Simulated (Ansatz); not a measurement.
A series in volume scale on TiB2

Results calculated with Ansatz 0.2.0, not measured. Periodic Kohn-Sham DFT of a crystal at fixed atoms, scaled to volume_scale times the given cell; pressure positive in compression, energy less spherical unpolarised free atoms, largest_vzz the field gradient of largest size among the nuclei.

The cell before it is scaled or strained (space group P6/mmm, No. 191):
```
cell vectors (Å)
   3.0292     0.0000     0.0000
  -1.5146     2.6234     0.0000
   0.0000     0.0000     3.2284
atoms (fractions of the cell vectors)
Ti  0.00000  0.00000  0.00000
B   0.33333  0.66667  0.50000
B   0.66667  0.33333  0.50000
```

Settings of every row: method all-electron PAW; functional PBE; relativity scalar; k mesh 15x15x13; filling fermi-dirac; smearing width 0.08 eV; nucleus gaussian.

Atom start moment: 0 on all atoms.

Limits: no gap: field gradients move with the k mesh.

| row | volume scale | V (Å³/atom) | largest V_zz (1e21 V/m^2) | pressure (GPa) |
| --- | --- | --- | --- | --- |
| 1 | 0.94 | 8.039 | 2.171 | 18.091 |
| 2 | 0.96 | 8.21 | 2.142 | 11.558 |
| 3 | 0.98 | 8.381 | 2.113 | 5.633 |
| 4 | 0.99 | 8.466 | ? | ? |
| 5 | 1.01 | 8.637 | 2.072 | -2.24 |
| 6 | 1.02 | 8.723 | 2.06 | -4.621 |
| 7 | 1.04 | 8.894 | 2.034 | -9.05 |
| 8 | 1.06 | 9.065 | 2.01 | -13.071 |

Question: what largest V_zz and pressure should row 4 give?

Worked fit of largest V_zz. Take t = volume scale − 1. The shown rows have t = -0.06, -0.04, -0.02, 0.01, 0.02, 0.04, 0.06. Least squares give largest V_zz = 2.0858 − 1.343 × t + 1.33 × t² 1e21 V/m^2; a straight line predicts inner rows, each left out in turn, worse (root mean square 0.0017 against 0.00054 1e21 V/m^2). The rows lie off it by 0.000, 0.000, 0.000, -0.001, 0.001, 0.000, 0.000. The withheld row has t = -0.01, so the fit gives 2.0858 − 1.343 × (-0.01) + 1.33 × (-0.01)² = 2.099 1e21 V/m^2.

The calculation gave 2.099 1e21 V/m^2. The fit meets it to the printed digit.

Worked fit of pressure. Take u = (V_r/V)^(2/3) − 1 with V_r = 8.637 Å³ an atom, which is twice the finite (Eulerian) strain; such expansions in the strain, on which the Birch-Murnaghan equation of state is built, carry the rest volume and the bulk modulus. The shown rows have u = 0.049, 0.03438, 0.02026, 0, -0.00658, -0.01936, -0.03173. Least squares give pressure = −2.2347 + 370.113 × u + 909.64 × u² GPa; a straight line predicts inner rows, each left out in turn, worse (root mean square 0.51 against 0.01 GPa). The rows lie off it by 0.006, -0.007, -0.004, -0.005, 0.010, 0.009, -0.008 (root mean square 0.0073 GPa). The pressure vanishes at u = 0.0060, or V = 8.56 Å³ an atom, and there the bulk modulus at fixed shape and fractions is B = −V dP/dV = (2/3)(1 + u) dP/du = 255 GPa. Letting shape and atoms relax would as a rule lower it, by much in layered, chain or molecular crystals. The withheld row has u = 0.01342, so the fit gives −2.2347 + 370.113 × (0.01342) + 909.64 × (0.01342)² = 2.896 GPa.

The calculation gave 2.88 GPa. The fit lies 0.016 GPa (0.051 % of the column's range) above it; its largest miss of a shown row is 0.010 GPa.
